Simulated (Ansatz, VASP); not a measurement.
Given: the input of a run of Ansatz 0.2.0 on WC (Qusongite). 

File input.yaml:

```yaml
crystal:
  lattice:
    - [2.9065, 0.0, 0.0]
    - [-1.45325, 2.5171028361, 0.0]
    - [0.0, 0.0, 2.8366]
  atoms:
    - { symbol: W, position: [0.0, 0.0, 0.0] }
    - { symbol: C, position: [0.6666666667, 0.3333333333, 0.5] }
hamiltonian:
  xc: revpbe
  pseudopotentials: { kind: paw }
  dispersion: d4
kpoints:
  mp_grid: { grid: [10, 10, 9] }
scf:
  occupations: { method: fermi_dirac, width: 0.05 }
output:
  forces: true
  stress: true
  write_density: true
  write_potential: true
  elf: true
  volumetric_format: npy
relax:
  f_tol: 0.01
  max_steps: 40
  cell: { stress_tol: 0.05 }
```

Potentials or basis: Ansatz PAW.

The run is started by

```console
$ ansatz run input.yaml --threads 2 --pin off --max-ram 5632MiB --backend cpu --events-out ev --progress --plain --runs-dir out
```

Task: Set up the same calculation for VASP 6.6.1. Potentials or basis there: PBE PAW files C, W_sv, 600 eV.

Result: As run (cutoffs and basis follow the program's own potentials, and thresholds, step limits or extra output files can differ):

The input INCAR:

```
SYSTEM = WC
ALGO = Normal
EDIFF = 1E-6
EDIFFG = -0.01
ENCUT = 600
GGA = RE
IBRION = 2
ISIF = 3
ISMEAR = -1
IVDW = 13
LASPH = .TRUE.
LCHARG = .FALSE.
LREAL = .FALSE.
LWAVE = .FALSE.
NELM = 80
NSW = 40
PREC = Accurate
SIGMA = 0.05
```

Contents of KPOINTS:

```
k-points
0
G
  10 10 9
  0 0 0
```

Contents of POSCAR:

```
WC
1.0
    2.9065000000      0.0000000000      0.0000000000
   -1.4532500000      2.5171028361      0.0000000000
    0.0000000000      0.0000000000      2.8366000000
W C
1 1
Direct
    0.0000000000      0.0000000000      0.0000000000
    0.6666666667      0.3333333333      0.5000000000
```

Potentials or basis: VASP PAW PBE potentials, release 64 (W_sv, C).

Launch:

```console
$ cat potpaw_PBE.64/W_sv/POTCAR potpaw_PBE.64/C/POTCAR > POTCAR
$ mpirun -np 1 vasp_std > vasp.out
```

Both were run:

|  | Ansatz | VASP |
| --- | --- | --- |
| Relaxed volume | 10.28 Å³/atom | 10.30 Å³/atom |
| Relaxed cell | a = 2.897 Å, b = 2.897 Å, c = 2.828 Å, α = 90.00°, β = 90.00°, γ = 120.00° | a = 2.899 Å, b = 2.899 Å, c = 2.831 Å, α = 90.00°, β = 90.00°, γ = 120.00° |
| Space group after relaxing | P-6m2 (No. 187) | P-6m2 (No. 187) |
| Pressure after relaxing | 0.0 GPa | 0.0 GPa |

Ansatz's pressure holds a Pulay term of +0.30 GPa for its cutoff of 420 eV, which the other run lacks.

Ansatz's potentials were made for PBE. VASP's potentials were made for PBE.

Where Ansatz's input types no cutoff or centring, it takes its own default and a Γ-centred mesh.

Pressure is positive in compression.
